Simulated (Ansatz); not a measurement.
**N vacancy in TaN**

Aim: make a N vacancy in a supercell of 32 atoms of TaN, relax it, and find its formation energy, moment and surroundings.

Program: Ansatz 0.2.0. Level of theory: DFT PBE, scalar-relativistic, plane waves, PAW. These are calculated values, not measurements.

3 further runs of the same task are left out: 3 set aside as unsound or not needed.

## 1. The system as given

Symmetry: Fm-3m, No. 225, cubic system. Conventional cell: a = 4.417 Å, b = 4.417 Å, c = 4.417 Å, α = 90.00°, β = 90.00°, γ = 90.00°. Ta (site symmetry m-3m) has 6 N at 2.21 Å in its first shell of neighbours. N (site symmetry m-3m) has 6 Ta at 2.21 Å in its first shell of neighbours.

Coordinates:

```xyz
2
Lattice="0.0000 2.2086 2.2086 2.2086 0.0000 2.2086 2.2086 2.2086 0.0000" Properties=species:S:1:pos:R:3 pbc="T T T"
Ta    2.2086    2.2086    2.2086
N     0.0000    0.0000    0.0000
```

This cell was relaxed beforehand with the same method: volume 10.77 Å³/atom, gap on the mesh none (metal).

## 2. The perfect supercell

input.yaml reads:

```yaml
crystal:
  lattice:
    - [-4.4172695543, -4.4172695543, 4.4172695543]
    - [4.4172695543, -4.4172695543, -4.4172695543]
    - [4.4172695543, 4.4172695543, 4.4172695543]
  atoms:
    - { symbol: Ta, position: [0.25, 0.75, 0.5] }
    - { symbol: Ta, position: [0.0, 0.75, 0.75] }
    - { symbol: Ta, position: [0.5, 0.5, 0.5] }
    - { symbol: Ta, position: [0.25, 0.5, 0.75] }
    - { symbol: Ta, position: [0.0, 0.5, 0.0] }
    - { symbol: Ta, position: [0.75, 0.75, 0.0] }
    - { symbol: Ta, position: [0.5, 0.75, 0.25] }
    - { symbol: Ta, position: [0.0, 0.0, 0.5] }
    - { symbol: Ta, position: [0.75, 0.25, 0.5] }
    - { symbol: Ta, position: [0.5, 0.25, 0.75] }
    - { symbol: Ta, position: [0.25, 0.25, 0.0] }
    - { symbol: Ta, position: [0.0, 0.25, 0.25] }
    - { symbol: Ta, position: [0.75, 0.5, 0.25] }
    - { symbol: Ta, position: [0.75, 0.0, 0.75] }
    - { symbol: Ta, position: [0.5, 0.0, 0.0] }
    - { symbol: Ta, position: [0.25, 0.0, 0.25] }
    - { symbol: "N", position: [0.25, 0.0, 0.75] }
    - { symbol: "N", position: [0.0, 0.0, 0.0] }
    - { symbol: "N", position: [0.5, 0.75, 0.75] }
    - { symbol: "N", position: [0.25, 0.75, 0.0] }
    - { symbol: "N", position: [0.0, 0.75, 0.25] }
    - { symbol: "N", position: [0.75, 0.0, 0.25] }
    - { symbol: "N", position: [0.5, 0.0, 0.5] }
    - { symbol: "N", position: [0.0, 0.25, 0.75] }
    - { symbol: "N", position: [0.75, 0.5, 0.75] }
    - { symbol: "N", position: [0.5, 0.5, 0.0] }
    - { symbol: "N", position: [0.25, 0.5, 0.25] }
    - { symbol: "N", position: [0.0, 0.5, 0.5] }
    - { symbol: "N", position: [0.75, 0.75, 0.5] }
    - { symbol: "N", position: [0.75, 0.25, 0.0] }
    - { symbol: "N", position: [0.5, 0.25, 0.25] }
    - { symbol: "N", position: [0.25, 0.25, 0.5] }
basis:
  ecutwfc: 420
  xc_grid: 2
kpoints:
  mp_grid: { grid: [4, 4, 4], shift: [0.5, 0.5, 0.5] }
hamiltonian:
  xc: pbe
scf:
  occupations: { method: gaussian, width: 0.1 }
output:
  forces: true
  stress: true
  eigenvalues: true
  write_density: true
  write_potential: true
  elf: true
  volumetric_format: npy
```

Run with:

```
$ ansatz run input.yaml --threads 4 --pin off --max-ram 10240MiB --backend cpu --events-out ev --progress --plain --runs-dir out
```

The session goes on with these runs: relaxing the defect.

Q: Predict the outcome of this session. Wanted: formation energy, neutral; nearest atoms after relaxation, one image of each, neutral.

**Answer**, as computed:

```
                                                  quantity           value
                                 formation energy, neutral        -0.07 eV
nearest atoms after relaxation, one image of each, neutral  6 Ta at 2.05 Å
```

The formation energy is negative (-0.07 eV) against the pure elements; that shows a strong bond to the host, and competing compounds set the real limit. That is the N-rich limit, where a vacancy costs most; where N is scarce it costs less. Spin polarisation was off in the neutral run, so a moment could not show there. With 32 host sites the defect feels its images, so energies are good to tenths of an eV at best. A distortion of lower symmetry was not tried. The runs treat Ta without spin-orbit coupling. Spin polarisation is off in the runs that give these values; a magnetic solution could lie lower.
